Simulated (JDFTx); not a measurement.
Runs of JDFTx 1.7.0 (patched build) on SnO. It takes space group P4/nmm (No. 129, tetragonal). Conventional cell: a = 3.814 Å, b = 3.814 Å, c = 4.887 Å, α = 90.00°, β = 90.00°, γ = 90.00°. Around Sn (site symmetry 4mm) lie 4 O at 2.23 Å. O (site symmetry -4m2) is surrounded by 4 Sn at 2.23 Å. The cell is a database's computed one.

| task | level | potentials or basis | k mesh | cutoff (eV) | smearing | max SCF steps | SCF threshold on the energy | solver of the electrons | further solve for the empty bands | band ratio of the Davidson solver | mesh quality | gap on the mesh (eV) | pressure (GPa) | largest force (eV/Å) |
| --- | --- | --- | --- | --- | --- | --- | --- | --- | --- | --- | --- | --- | --- | --- |
| single point | PBEsol | PseudoDojo-SR-PBEsol-0.4.1-standard with smoothed tails | 6 × 6 × 5 | 1143 | fermi-dirac 0.05 eV | 100 | 1e-09 Ha | scf | yes | - | not flagged | 0.13 | 0.0 | 0.17 |
| single point | PBEsol | PseudoDojo-SR-PBEsol-0.4.1-standard with smoothed tails | 7 × 7 × 6 | 1143 | fermi-dirac 0.05 eV | 100 | 1e-09 Ha | scf | yes | - | not flagged | 0.35 | 0.0 | 0.16 |
| single point | LDA | PseudoDojo-SR-LDA-0.4.1-standard with smoothed tails | 7 × 7 × 6 | 1143 | gaussian 0.1 eV | 100 | 1e-09 Ha | scf | yes | - | not flagged | 0.45 | -3.0 | 0.20 |
| single point | r2SCAN | SG15-PBE-1.2 with smoothed tails | 3 × 3 × 2 | 1361 | fermi-dirac 0.05 eV | 100 | 1e-09 Ha | scf | yes | - | coarse | 1.57 | -0.7 | 0.18 |
| single point | LDA | PseudoDojo-SR-LDA-0.4.1-standard with smoothed tails | 6 × 6 × 5 | 1143 | fermi-dirac 0.05 eV | 100 | 1e-09 Ha | scf | yes | - | not flagged | (a) | -3.0 | (b) |

Alike in all rows: no spin polarisation; cell as given.

Question: Estimate the missing entries.

Answer: (a) 0.23; (b) 0.19.

Caveats: some runs use coarse meshes; spin-orbit coupling is left out, which moves the levels of the heavy elements; an odd mesh through Γ misses points on the zone boundary, where band edges often lie; meta-GGA forces are noisy on this grid (some runs); the potentials were made for another functional, which shifts forces and pressure (some runs).

A k mesh can miss the band edges, and the runs leave out spin-orbit coupling on Sn.
